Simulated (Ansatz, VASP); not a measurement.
Two plane-wave programs on N

File INCAR:

```
PREC = Accurate
ENCUT = 520
EDIFF = 1E-7
ISMEAR = 0
SIGMA = 0.02
LREAL = False
LASPH = True
NELM = 80
ALGO = Normal
ISIF = 2
LWAVE = False
LCHARG = False
GGA = PE
NBANDS = 18
```

File KPOINTS:

```
Automatic mesh
0
Gamma
  6 6 4
```

POSCAR

```
N
1.0
    3.9095728059      0.0000000000      0.0000000000
   -1.9547864030      3.3857893679      0.0000000000
    0.0000000000      0.0000000000      7.2033626289
N
4
Direct
    0.3333333300      0.6666666700      0.3400566119
    0.3333333300      0.6666666700      0.1599433881
    0.6666666700      0.3333333300      0.8337140190
    0.6666666700      0.3333333300      0.6662859810
```

Input for Ansatz:

```yaml
crystal:
  lattice:
    - [3.9095728059, 0.0, 0.0]
    - [-1.954786403, 3.3857893679, 0.0]
    - [0.0, 0.0, 7.2033626289]
  atoms:
    - { symbol: "N", position: [0.33333333, 0.66666667, 0.3400566119] }
    - { symbol: "N", position: [0.33333333, 0.66666667, 0.1599433881] }
    - { symbol: "N", position: [0.66666667, 0.33333333, 0.833714019] }
    - { symbol: "N", position: [0.66666667, 0.33333333, 0.666285981] }
basis:
  ecutwfc: 420
kpoints:
  mp_grid: { grid: [6, 6, 4] }
hamiltonian:
  xc: pbe
scf:
  occupations: { method: gaussian, width: 0.02 }
output:
  forces: true
  stress: true
  eigenvalues: true
```

Alike in both runs: task single point; functional PBE; k mesh 6 × 6 × 4; occupations gaussian, width 0.02 eV; no spin polarisation.

```csv
,VASP,Ansatz
version,VASP 6.6.1,Ansatz 0.2.0
potentials or method,"VASP PAW PBE potentials, release 64 (N)","scalar-relativistic, plane waves, PAW"
plane-wave cutoff (eV),520,420
valence electrons in the cell,20,20
```

Ansatz gave:

* gap on the k mesh at the Fermi level (eV): 5.29
* least direct gap on the mesh (eV): 5.50
* pressure (GPa): -16.5
* largest component of the traceless stress (GPa): 34.15
* rms of the force components (eV/Å): 7.113

Q: What did VASP give for the same quantities?

A: gap on the k mesh at the Fermi level (eV): 5.26; least direct gap on the mesh (eV): 5.48; pressure (GPa): -16.3; largest component of the traceless stress (GPa): 33.40; rms of the force components (eV/Å): 6.966.

Atom by atom the forces differ by 0.166 eV/Å (rms over components).

Caveats: the standard files for N, O and F lose accuracy on very short bonds; so large a pressure means that the cell lies far from this level's equilibrium, or that cutoff or potentials fall short (VASP); forces of over 1 eV/Å show positions far from the minimum, so gaps and moduli don't describe the material at rest. A k mesh can miss the band edges.
